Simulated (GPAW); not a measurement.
The system is Cu.

```
Cu
1.0
     0.00000    1.80750    1.80750
     1.80750    0.00000    1.80750
     1.80750    1.80750    0.00000
Cu
1
Direct
  0.00000 0.00000 0.00000
```

```yaml
Program: GPAW 26.7.0
Task: relaxation of cell and atoms
Functional: PBEsol
Dispersion: D4
Potentials_or_basis: PAW data sets generated in the run's folder for this functional
Cutoff: 600 eV
Basis: pw
k_mesh: 13 × 13 × 13
Occupations: fermi-dirac, width 0.05 eV
Spin: no spin polarisation
```

At the start: pressure -8.7 GPa; volume 11.81 Å³/atom.

Question: How do energy, volume and symmetry change on relaxing?

Answer: Over 4 steps the energy falls by 17.6 meV/atom and the volume is 11.17 Å³/atom (-5.4 %); space group Fm-3m (No. 225, to 0.05 Å).

The path:
| step | energy change (eV) | largest force (eV/Å) | pressure (GPa) | volume (Å³) |
| --- | --- | --- | --- | --- |
| 1 | 0.0000 | 0.0000 | -8.70 | 11.81 |
| 2 | -0.0131 | 0.0000 | -4.76 | 11.49 |
| 3 | -0.0175 | 0.0000 | 0.47 | 11.14 |
| 4 | -0.0176 | 0.0000 | -0.02 | 11.17 |

Final structure:
```
Cu
1.0
     0.00000    1.77407    1.77407
     1.77407    0.00000    1.77407
     1.77407    1.77407    0.00000
Cu
1
Direct
  0.00000 0.00000 0.00000
```

Caveat: with this Cu data set, volumes or pressures lay over 1.5 % or 2 GPa off other programs in two to four cells of ten; later steps reuse the first step's grids; pairwise dispersion overbinds metals, which lowers pressure and volume.
